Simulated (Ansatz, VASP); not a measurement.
# One calculation of Ta3N, two programs

The input INCAR:

```
ALGO = Normal
EDIFF = 1E-6
ENCUT = 520
GGA = PE
ISIF = 2
ISMEAR = 0
LASPH = T
LCHARG = F
LREAL = F
LWAVE = F
NBANDS = 27
NELM = 80
PREC = Accurate
SIGMA = 0.1
```

File KPOINTS:

```
k-points
0
Gamma
  15 15 6
```

The input POSCAR:

```
Ta3N
1.0
    3.1370176489      0.0000000000      0.0000000000
   -1.5685088245      2.7167369761      0.0000000000
    0.0000000000      0.0000000000      7.7841711747
Ta N
3 1
Direct
    0.0000000000      0.0000000000      0.5000000000
    0.3333333300      0.6666666700      0.1739300000
    0.6666666700      0.3333333300      0.8260700000
    0.0000000000      0.0000000000      0.0000000000
```

Input for Ansatz:

```yaml
crystal:
  lattice:
    - [3.1370176489, 0.0, 0.0]
    - [-1.5685088245, 2.7167369761, 0.0]
    - [0.0, 0.0, 7.7841711747]
  atoms:
    - { symbol: Ta, position: [0.0, 0.0, 0.5] }
    - { symbol: Ta, position: [0.33333333, 0.66666667, 0.17393] }
    - { symbol: Ta, position: [0.66666667, 0.33333333, 0.82607] }
    - { symbol: "N", position: [0.0, 0.0, 0.0] }
basis:
  ecutwfc: 420
kpoints:
  mp_grid: { grid: [15, 15, 6] }
hamiltonian:
  xc: pbe
scf:
  occupations: { method: gaussian, width: 0.1 }
output:
  forces: true
  stress: true
  eigenvalues: true
  populations: true
```

Alike in both runs: task single point; functional PBE; k mesh 15 × 15 × 6; occupations gaussian, width 0.1 eV; no spin polarisation.

```csv
,VASP,Ansatz
version,VASP 6.6.1,Ansatz 0.2.0
potentials or method,"VASP PAW PBE potentials, release 64 (Ta_pv, N)","scalar-relativistic, plane waves, PAW"
plane-wave cutoff (eV),520,420
valence electrons in the cell,38,44
```

VASP gave:

* gap on the k mesh at the Fermi level (eV): none
* pressure (GPa): -20.7
* largest component of the traceless stress (GPa): 0.34
* rms of the force components (eV/Å): 0.235

Estimate Ansatz's values.

gap on the k mesh at the Fermi level (eV): none; pressure (GPa): -20.9; largest component of the traceless stress (GPa): 0.34; rms of the force components (eV/Å): 0.249.

Atom by atom the forces differ by 0.014 eV/Å (rms over components). A gap of «none» marks a metal or a gap that the smearing closes. With one functional, cell and mesh, what is left measures potentials, basis and numerics. The two sets of potentials don't hold the same shells in valence.

Caveats: so large a pressure means that the cell lies far from this level's equilibrium, or that cutoff or potentials fall short (VASP). The runs have no spin-orbit coupling, so splittings on Ta are missing.
